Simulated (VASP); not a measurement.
A calculation with VASP 6.6.1 of Ti2O (native input, structure from a POSCAR):

Contents of INCAR:

```
PREC = Accurate
ENCUT = 520
EDIFF = 1E-6
ISMEAR = 0
SIGMA = 0.1
LREAL = False
LASPH = True
NELM = 100
ALGO = Fast
ISIF = 2
LWAVE = False
LCHARG = False
GGA = PS
NBANDS = 22
```

Contents of KPOINTS:

```
regular mesh
0
Gamma
  10 10 6
```

POSCAR

```
Ti2O
2.9194
    1.000000000000      0.000000000000      0.000000000000
   -0.500000000000      0.866025403782      0.000000000000
    0.000000000000      0.000000000000      1.614372816332
Ti O
2 1
Direct
    0.3333333333      0.6666666667      0.7212600000
    0.6666666667      0.3333333333      0.2787400000
    0.0000000000      0.0000000000      0.0000000000
```

Potentials or basis: VASP PAW PBE potentials, release 54 (Ti_sv, O).

The run is started by

```bash
$ cat potpaw_PBE.54/Ti_sv/POTCAR potpaw_PBE.54/O/POTCAR > POTCAR
$ mpirun -np 1 vasp_std > vasp.out
```

Question: Write the same calculation in another form: ASE script, structure from a CIF.

Answer: As run:

File run.py:

```python
from ase.calculators.vasp import Vasp
from ase.dft.bandgap import bandgap
from ase.io import read

atoms = read('Ti2O.cif', primitive_cell=True, subtrans_included=False)
calc = Vasp(
    directory='calc',
    xc='pbesol',
    pp='PBE',
    setups='recommended',
    pp_version='54',
    prec='Accurate',
    encut=520,
    ediff=1e-06,
    ismear=0,
    sigma=0.1,
    lreal=False,
    lasph=True,
    nelm=80,
    algo='Fast',
    isif=2,
    lwave=False,
    lcharg=False,
    kpts=[10, 10, 6],
    gamma=True,
    nbands=22,
)
atoms.calc = calc

print('energy (eV):', atoms.get_potential_energy())
print('free energy (eV):', atoms.get_potential_energy(force_consistent=True))
print('forces (eV/A):')
print(atoms.get_forces())
print('stress (eV/A^3, Voigt):', atoms.get_stress())
print('Fermi level (eV):', calc.get_fermi_level())
gap, top, bottom = bandgap(calc)
print('band gap (eV):', gap, 'from (spin, k, band)', top, 'to', bottom)
```

The input Ti2O.cif:

```cif
data_Ti2O
_cell_length_a 2.91940000
_cell_length_b 2.91940000
_cell_length_c 4.71300000
_cell_angle_alpha 90.00000000
_cell_angle_beta 90.00000000
_cell_angle_gamma 120.00000000
_space_group_name_H-M_alt 'P-3m1'
_space_group_name_Hall '-P 3 2"'
_space_group_IT_number 164
loop_
_space_group_symop_operation_xyz
'x,y,z'
'-x,-y,-z'
'-y,x-y,z'
'y,-x+y,-z'
'-x+y,-x,z'
'x-y,x,-z'
'y,x,-z'
'-y,-x,z'
'x-y,-y,-z'
'-x+y,y,z'
'-x,-x+y,-z'
'x,x-y,z'
loop_
_atom_site_label
_atom_site_type_symbol
_atom_site_symmetry_multiplicity
_atom_site_Wyckoff_symbol
_atom_site_fract_x
_atom_site_fract_y
_atom_site_fract_z
_atom_site_occupancy
Ti1 Ti 2 d 0.3333333333 0.6666666667 0.7212600000 1
O1 O 1 a 0.0000000000 0.0000000000 0.0000000000 1
```

Potentials or basis: VASP PAW PBE potentials, release 54 (Ti_sv, O).

Launch:

```sh
$ python run.py
```

Both were run:

|  | native input, structure from a POSCAR | ASE script, structure from a CIF |
| --- | --- | --- |
| Pressure | 4.8 GPa | 4.8 GPa |
| Largest force | 1.278 eV/Å | 1.278 eV/Å |
| Band gap on the k mesh | none (metal or under the smearing width) | none (metal or under the smearing width) |

Keys that steer only the numerical path or the files written may differ.

Caveat: the PAW data sets were made with another functional, which shifts forces and pressure a little; semilocal functionals often make such compounds metallic where correlation or magnetic order opens a gap, which also shifts bond lengths.
